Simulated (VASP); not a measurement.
# AgCl (Fm-3m) in VASP: settings compared, part 2 of 2

VASP 6.6.1. Earlier steps stand in the parts before.

## Step 3: Single point, PBEsol (strained and moved within a subgroup)

File INCAR:

```
ALGO = Normal
EDIFF = 1E-6
ENCUT = 520
GGA = PS
ISIF = 2
ISMEAR = 0
LASPH = True
LCHARG = False
LREAL = False
LWAVE = False
NBANDS = 16
NELM = 100
PREC = Accurate
SIGMA = 0.02
```

File KPOINTS:

```
k-points
0
Gamma
  8 8 8
```

File POSCAR:

```
AgCl
1.0
    0.2218520000      2.9995499660      2.9995499660
    2.9995499660      0.2218520000      2.9995499660
    2.9995499660      2.9995499660      0.2218520000
Ag Cl
1 1
Direct
    0.5000000000      0.5000000000      0.5000000000
    0.0000000000      0.0000000000      0.0000000000
```

Potentials or basis: VASP PAW PBE potentials, release 64 (Ag, Cl).

Command:

```
> cat potpaw_PBE.64/Ag/POTCAR potpaw_PBE.64/Cl/POTCAR > POTCAR
> mpirun -np 1 vasp_std > vasp.out
```

Wall time 29 s (1 thread of Intel Xeon Platinum 8259CL at 2.50GHz (Skylake/Cascade Lake), shared host); peak memory 0.2 GiB.

The run converged. Its results:

```yaml
Free_energy: -5.8611 eV
Pressure: -6.4 GPa
Band_gap_on_the_k_mesh: 0.69 eV, indirect (least direct gap 2.40 eV)
```

Stress tensor (GPa, compression positive):
```
-6.42 -0.75 -0.75
-0.75 -6.42 -0.75
-0.75 -0.75 -6.42
```

Levels at points of the mesh, in eV from the valence-band top:
| k point | band 5 | band 6 | band 7 | band 8 | band 9 | band 10 | band 11 | band 12 | band 13 | band 14 |
| --- | --- | --- | --- | --- | --- | --- | --- | --- | --- | --- |
| (0.00, 0.00, 0.00) | -2.13 | -2.03 | -2.03 | -1.72 | -1.72 | 0.69 | 9.92 | 11.18 | 11.18 | 11.41 |
| (0.50, 0.00, 0.00) | -1.93 | -1.78 | -1.48 | -0.11 | 0.00 | 4.12 | 5.85 | 7.19 | 7.88 | 12.36 |
| (0.50, 0.50, 0.00) | -2.28 | -1.95 | -1.77 | -1.74 | -1.74 | 2.38 | 7.82 | 8.01 | 10.64 | 11.00 |
| (0.50, 0.50, 0.50) | -1.89 | -1.89 | -1.73 | -0.14 | -0.14 | 4.63 | 5.31 | 8.42 | 8.42 | 13.38 |

Caveat: the PAW data sets were made with another functional, which shifts forces and pressure a little.

## Step 4: Single point, PBEsol (strained and moved within the space group)

File INCAR:

```
SYSTEM = AgCl
ALGO = Normal
EDIFF = 1E-7
ENCUT = 520
GGA = PS
ISIF = 2
ISMEAR = 0
LASPH = .TRUE.
LCHARG = .FALSE.
LREAL = .FALSE.
LWAVE = .FALSE.
NBANDS = 16
NELM = 100
PREC = Accurate
SIGMA = 0.02
```

File KPOINTS:

```
k-points
0
G
  8 8 8
  0 0 0
```

File POSCAR:

```
AgCl
1.0
    0.0000000000      2.6943648085      2.6943648085
    2.6943648085      0.0000000000      2.6943648085
    2.6943648085      2.6943648085      0.0000000000
Ag Cl
1 1
Direct
    0.5000000000      0.5000000000      0.5000000000
    0.0000000000      0.0000000000      0.0000000000
```

Potentials or basis: VASP PAW PBE potentials, release 64 (Ag, Cl).

Command:

```
> cat potpaw_PBE.64/Ag/POTCAR potpaw_PBE.64/Cl/POTCAR > POTCAR
> mpirun -np 1 vasp_std > vasp.out
```

OUTCAR:

```text
SYSTEM = AgCl
   EDIFF = 1E-7
   ENCUT = 520
   GGA = PS
   ISIF = 2
   ISMEAR = 0
   LASPH = .TRUE.
   LREAL = .FALSE.
   NELM = 100
   PREC = Accurate

 ion  position               nearest neighbor table
   1  0.500  0.500  0.500-   2 2.69   2 2.69   2 2.69   2 2.69   2 2.69   2 2.69
   2  0.000  0.000  0.000-   1 2.69   1 2.69   1 2.69   1 2.69   1 2.69   1 2.69

  LATTYP: Found a face centered cubic cell.
 ALAT       =     5.3887296170

  Lattice vectors:

 A1 = (   0.0000000000,   2.6943648085,   2.6943648085)
 A2 = (   2.6943648085,   0.0000000000,   2.6943648085)
 A3 = (   2.6943648085,   2.6943648085,   0.0000000000)

Analysis of symmetry for initial positions (statically):
=====================================================================
 Subroutine PRICEL returns:
 Original cell was already a primitive cell.

 Routine SETGRP: Setting up the symmetry group for a
 face centered cubic supercell.

 Subroutine GETGRP returns: Found 48 space group operations
 (whereof 48 operations were pure point group operations)
 out of a pool of 48 trial point group operations.

[... 162 lines left out ...]

 E-fermi :   5.0237     XC(G=0): -10.6732

 val. band max:        4.8635560501   @ k =   0.5000   0.0000   0.0000
 cond. band min:       5.5880606870   @ k =   0.0000   0.0000   0.0000
 fundamental gap:      0.7245046369
 Fermi energy:         5.0237007756

 k-point     1 :       0.0000    0.0000    0.0000
  band No.  band energies     occupation
      1     -10.8955      2.00000
      2       1.9987      2.00000
      3       1.9987      2.00000
      4       1.9987      2.00000
      5       2.0444      2.00000
      6       2.0444      2.00000
[... 433 lines left out ...]
      3       0.1176      2.00000
      4       0.1925      2.00000
      5       2.3831      2.00000
      6       2.4645      2.00000
[... 8 lines left out ...]
     15      18.5013      0.00000
     16      20.0093      0.00000

 [... further k-points ...]

------------------------ aborting loop because EDIFF is reached ----------------------------------------

  FORCE on cell =-STRESS in cart. coord.  units (eV):
  Direction    XX          YY          ZZ          XY          YZ          ZX
  --------------------------------------------------------------------------------------
  -------------------------------------------------------------------------------------
  Total        0.4650994      0.4650994      0.4650994      0.0000000      0.0000000      0.0000000
  in kB       19.0483413     19.0483413     19.0483413      0.0000000      0.0000000      0.0000000
  external PRESSURE =      19.0483413 kB  Pullay stress =       0.0000000 kB

 VOLUME and BASIS-vectors are now :
 -----------------------------------------------------------------------------
  energy-cutoff  :      520.00
  volume of cell :       39.12
      direct lattice vectors                 reciprocal lattice vectors
     0.000000000  2.694364809  2.694364809    -0.185572495  0.185572495  0.185572495
     2.694364809  0.000000000  2.694364809     0.185572495 -0.185572495  0.185572495
     2.694364809  2.694364809  0.000000000     0.185572495  0.185572495 -0.185572495

 POSITION                                       TOTAL-FORCE (eV/Angst)
 -----------------------------------------------------------------------------------
      2.69436      2.69436      2.69436        -0.000000      0.000000      0.000000
      0.00000      0.00000      0.00000         0.000000     -0.000000     -0.000000
 -----------------------------------------------------------------------------------
    total drift:                                0.000000      0.000000      0.000000

  FREE ENERGIE OF THE ION-ELECTRON SYSTEM (eV)
  ---------------------------------------------------
  free  energy   TOTEN  =        -6.0533628964 eV

  energy  without entropy=       -6.0533628964  energy(sigma->0) =       -6.05336290
```

Wall time 15 s (1 thread of Intel Xeon Platinum 8259CL at 2.50GHz (Skylake/Cascade Lake), shared host); peak memory 0.16 GiB.

Results:

| Item | Value |
| --- | --- |
| Free energy | -6.0534 eV |
| Pressure | 1.9 GPa |
| Band gap on the k mesh | 0.72 eV, indirect (least direct gap 3.35 eV) |

Levels at points of the mesh, in eV from the valence-band top:
```tsv
k point	band 7	band 8	band 9	band 10	band 11	band 12
(0.00, 0.00, 0.00)	-2.70	-2.70	-2.70	0.72	10.71	10.71
(0.50, 0.00, 0.00)	-2.04	0.00	0.00	3.78	6.93	7.35
(0.50, 0.50, 0.00)	-2.25	-2.25	-2.10	2.08	7.73	8.75
```

Caveat: the PAW data sets were made with another functional, which shifts forces and pressure a little. A k mesh can miss the band edges.

## Step 5: Overview

```csv
level,potentials or basis,cell,gap on the mesh (eV),pressure (GPa)
LDA,"VASP PAW LDA potentials, release 64 (Ag, Cl)","functional LDA, strained and moved within the space group",0.66,-7.9
PBEsol,"VASP PAW PBE potentials, release 64 (Ag, Cl)",strained and moved within a subgroup,0.69,-6.4
PBEsol,"VASP PAW PBE potentials, release 64 (Ag, Cl)",strained and moved within the space group,0.72,1.9
```

Alike in all rows: task single point; no spin polarisation; k mesh 8 × 8 × 8; cutoff (eV) 520; smearing gaussian 0.02 eV.

Caveats: the PAW data sets were made with another functional, which shifts forces and pressure a little (some runs).

Total energies depend on the potentials used, so only differences within one code and one set of settings carry meaning.
